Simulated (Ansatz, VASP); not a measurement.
**ZnO: VASP beside Ansatz**

```
CELL_PARAMETERS angstrom
3.27972 0.00000 0.00000
-1.63986 2.84032 0.00000
0.00000 0.00000 5.29378
ATOMIC_POSITIONS crystal
Zn 0.33333 0.66667 0.99946
Zn 0.66667 0.33333 0.49946
O 0.33333 0.66667 0.38887
O 0.66667 0.33333 0.88887
```

Change from the starting cell: mode 7 frozen in at +0.044 Å, normal strain along z +0.0000.

Alike in both runs: task single point; functional PBE; k mesh 9 × 9 × 6; occupations gaussian, width 0.05 eV; no spin polarisation.

|  | VASP | Ansatz |
| --- | --- | --- |
| version | VASP 6.6.1 | Ansatz 0.2.0 |
| potentials or method | VASP PAW PBE potentials, release 64 (Zn, O) | scalar-relativistic, plane waves, PAW |
| plane-wave cutoff (eV) | 520 | 520 |
| valence electrons in the cell | 36 | 36 |

VASP gave:

| Quantity | Value |
| --- | --- |
| gap on the k mesh at the Fermi level (eV) | 0.73 |
| least direct gap on the mesh (eV) | 0.73 |
| pressure (GPa) | 1.1 |
| largest component of the traceless stress (GPa) | 2.44 |
| rms of the force components (eV/Å) | 0.156 |

Question: Estimate Ansatz's values.

Answer: gap on the k mesh at the Fermi level (eV): 0.75; least direct gap on the mesh (eV): 0.75; pressure (GPa): 0.2; largest component of the traceless stress (GPa): 2.28; rms of the force components (eV/Å): 0.149.

Atom by atom the forces differ by 0.007 eV/Å (rms over components). The functional is the same, so the differences come from potentials, cutoffs and numerics.
